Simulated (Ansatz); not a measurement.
## Structure types of AlN at a series of pressures

All-electron LAPW in Ansatz 0.2.0 under PBE, scalar-relativistic, energies extrapolated to zero smearing, no spin–orbit coupling; spin polarisation is left out. At each pressure a set of structure types was relaxed with symmetry kept. The table gives H = E + pV above the lowest type of that row in meV/atom (up to 5 of noise); a dash means not tried or turned into another type. Real phases may be missing from the set. k spacings are near 0.17 to 0.21 Å⁻¹, smearing 0.05 to 0.1 eV.

Among rocksalt, wurtzite, CsCl, zincblende, NiAs, flat h-MgO, which leads at 0.00054, 21, 51, 100, 180, 300 GPa?

wurtzite at 0.00054 GPa; rocksalt at 21 GPa; rocksalt at 51 GPa; rocksalt at 100 GPa; rocksalt at 180 GPa; rocksalt at 300 GPa.

```json
{"p (GPa)": "0.00054", "V of the lowest (Å³/atom)": "10.64", "rocksalt": "169", "wurtzite": "0", "CsCl": "1724", "zincblende": "21", "NiAs": "329", "flat h-MgO": "–"}
{"p (GPa)": "21", "V of the lowest (Å³/atom)": "7.84", "rocksalt": "0", "wurtzite": "96", "CsCl": "1606", "zincblende": "120", "NiAs": "181", "flat h-MgO": "–"}
{"p (GPa)": "51", "V of the lowest (Å³/atom)": "7.25", "rocksalt": "0", "wurtzite": "416", "CsCl": "1652", "zincblende": "446", "NiAs": "207", "flat h-MgO": "–"}
{"p (GPa)": "100", "V of the lowest (Å³/atom)": "6.59", "rocksalt": "0", "wurtzite": "–", "CsCl": "1693", "zincblende": "896", "NiAs": "240", "flat h-MgO": "651"}
{"p (GPa)": "180", "V of the lowest (Å³/atom)": "5.90", "rocksalt": "0", "wurtzite": "–", "CsCl": "1719", "zincblende": "1506", "NiAs": "284", "flat h-MgO": "1061"}
{"p (GPa)": "300", "V of the lowest (Å³/atom)": "5.24", "rocksalt": "0", "wurtzite": "–", "CsCl": "1721", "zincblende": "2259", "NiAs": "336", "flat h-MgO": "1567"}
```
